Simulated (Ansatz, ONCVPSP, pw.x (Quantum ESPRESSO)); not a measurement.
# What a changed setting does to a pw.x run (sc W)

Potential: optimised norm-conserving Vanderbilt (ONCV), ONCVPSP 4.0.1.1 (patched build), PBE; core [Kr] 4d10 4f14, reference 5s2 5p6 5d4 6s2; waves: 5s+6s: rc 2.62 bohr, ncon 4, nbas 7, qcut 7.5 1/bohr, 3 projectors, debl 1.2 Ha; 5p: rc 2.08 bohr, ncon 4, nbas 8, qcut 8.2 1/bohr, 1 projector; 5d: rc 3.36 bohr, ncon 4, nbas 9, qcut 5.1 1/bohr, 1 projector; local part: polynomial inside 1.74 bohr (lpopt 3, dvloc0 1 Ha); core correction: none.

The reference run (k-mesh 12³, cutoffs 35/140 Ry, Fermi–Dirac 0.01 Ry, mixing_beta 0.4, conv_thr 1e-9, no spin) gives -4.79 GPa at 18.539 Å³/atom, where all-electron LAPW gives -2.09 GPa. This run, with its own iteration cap, changes k-mesh points per axis to 6.

```
&control
  calculation='scf', prefix='x', pseudo_dir='./', outdir='./tmp', tstress=.true., disk_io='none'
/
&system
  ibrav=0, nat=1, ntyp=1, ecutwfc=35, ecutrho=140, nbnd=15,
  occupations='smearing', smearing='fd', degauss=0.01
/
&electrons
  conv_thr=1e-09, mixing_beta=0.4, electron_maxstep=70
/
ATOMIC_SPECIES
W 1.0 W.UPF
CELL_PARAMETERS angstrom
  2.64664343 0.00000000 0.00000000
  0.00000000 2.64664343 0.00000000
  0.00000000 0.00000000 2.64664343
ATOMIC_POSITIONS crystal
W 0.0000 0.0000 0.0000
K_POINTS automatic
6 6 6 0 0 0
```

```bash
pw.x < W.scf.in > W.scf.out
```

Q: How does the run end?

A: It converges in 7 iterations; the free energy moves by -52.7 meV/atom and the pressure by -1.81 GPa.

```
Message from routine setup:
     using ibrav=0 with symmetry is DISCOURAGED, use correct ibrav instead
     lattice parameter (alat)  =       5.0014  a.u.
     unit-cell volume          =     125.1074 (a.u.)^3
     number of electrons       =        14.00
     number of Kohn-Sham states=           15
     kinetic-energy cutoff     =      35.0000  Ry
     charge density cutoff     =     140.0000  Ry
     scf convergence threshold =      1.0E-09
     Exchange-correlation= PBE
     number of k points=    20  Fermi-Dirac smearing, width (Ry)=  0.0100
     iteration #  1     ecut=    35.00 Ry     beta= 0.40
     total energy              =    -136.59644206 Ry
     estimated scf accuracy    <       0.01760064 Ry
     iteration #  2     ecut=    35.00 Ry     beta= 0.40
     total energy              =    -136.59653665 Ry
     estimated scf accuracy    <       0.00456426 Ry
     iteration #  3     ecut=    35.00 Ry     beta= 0.40
     total energy              =    -136.59678458 Ry
     estimated scf accuracy    <       0.00028908 Ry
     iteration #  4     ecut=    35.00 Ry     beta= 0.40
     total energy              =    -136.59679939 Ry
     estimated scf accuracy    <       0.00000174 Ry
     iteration #  5     ecut=    35.00 Ry     beta= 0.40
     total energy              =    -136.59679954 Ry
     estimated scf accuracy    <       0.00000020 Ry
     iteration #  6     ecut=    35.00 Ry     beta= 0.40
     total energy              =    -136.59679956 Ry
     estimated scf accuracy    <       0.00000002 Ry
     iteration #  7     ecut=    35.00 Ry     beta= 0.40
     the Fermi energy is    18.6982 ev
!    total energy              =    -136.59679956 Ry
     estimated scf accuracy    <          1.9E-10 Ry
     smearing contrib. (-TS)   =      -0.00441293 Ry
     The total energy is F=E-TS. E is the sum of the following terms:
     one-electron contribution =     -30.70808268 Ry
     hartree contribution      =      20.37516059 Ry
     xc contribution           =     -15.06923110 Ry
     ewald contribution        =    -111.19023344 Ry
     convergence has been achieved in   7 iterations
          total   stress  (Ry/bohr**3)                   (kbar)     P=      -65.94
     Message from routine punch:
     Nothing written, as per user request (disk_io='none')
```

The run took about 1.5 s on one core of a shared host (Neoverse-N1, 64 threads, 124 GiB, load 55).
